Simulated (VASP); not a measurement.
Set up this calculation in VASP 6.6.1, as the native input.

- Task: single point
- Functional: revPBE
- Potentials or basis: VASP PAW PBE potentials, release 64 (Rb_sv)
- Cutoff: 520 eV
- k mesh: 12 × 12 × 12
- Occupations: fermi-dirac, width 0.1 eV
- Spin: no spin polarisation
- Dipole correction: no
- Further INCAR settings: ALGO = Normal; EDIFF = 1e-07; NBANDS = 10

The structure of Rb lies in POSCAR:

```
Rb
1.0
    0.0000000000      3.6804735160      3.6804735160
    3.6804735160      0.0000000000      3.6804735160
    3.6804735160      3.6804735160      0.0000000000
Rb
1
Direct
    0.0000000000      0.0000000000      0.0000000000
```

This isn't the form of Rb at room conditions, which is bcc.

The input as run:

INCAR

```
SYSTEM = Rb
PREC = Accurate
ENCUT = 520
EDIFF = 1E-7
ISMEAR = -1
SIGMA = 0.1
LREAL = .FALSE.
LASPH = .TRUE.
NELM = 80
ALGO = Normal
ISIF = 2
LWAVE = .FALSE.
LCHARG = .FALSE.
GGA = RE
NBANDS = 10
```

KPOINTS

```
regular mesh
0
G
  12 12 12
  0 0 0
```

Potentials or basis: VASP PAW PBE potentials, release 64 (Rb_sv).

Run with:

```bash
$ cat potpaw_PBE.64/Rb_sv/POTCAR > POTCAR
$ mpirun -np 1 vasp_std > vasp.out
```

It gave:

The pressure is 0.0 GPa and the band gap on the k mesh is none (metal or under the smearing width).

Caveat: the PAW data sets were made with another functional, which shifts forces and pressure a little.

Wall time 93 s on 1 thread of AMD EPYC 7R13 Processor (Zen 3), on a shared host, peak memory 0.22 GiB.
